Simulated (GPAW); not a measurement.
SnSe2 in GPAW: the effect of functional

SnSe2:

```xyz
3
Lattice="3.8110 0.0000 0.0000 -1.9055 3.3004 0.0000 0.0000 0.0000 6.1360" Properties=species:S:1:pos:R:3 pbc="T T T"
Sn    0.0000    0.0000    0.0000
Se    1.9055    1.1001    4.6081
Se    0.0000    2.2003    1.5279
```

Alike in all runs:

- Program: GPAW 26.7.0
- Task: dielectric tensor
- Cutoff: 500 eV
- Basis: pw
- k mesh: 7 × 7 × 4
- Occupations: fermi-dirac, width 0.001 eV
- Spin: no spin polarisation

```csv
functional,potentials or basis,dielectric constant (mean)
LDA,the program's PAW data sets (release 1.2.1) made for this functional,10.66
AM05,PAW data sets generated in the run's folder for this functional,?
PBEsol,PAW data sets generated in the run's folder for this functional,10.10
RPBE,the program's PAW data sets (release 1.2.1) made for this functional,9.04
GLLB-SC,the program's PAW data sets (release 1.2.1) made for this functional,8.19
```

Question: What does the run with functional AM05 give?

Answer: Dielectric constant 9.76 mean.

Caveats: the long-wavelength limit can be off by a per cent or two; a model potential gives levels but no total energy (some runs); response on these states lacks terms of the Hamiltonian (some runs).

Runs at the PBE level aren't shown here.
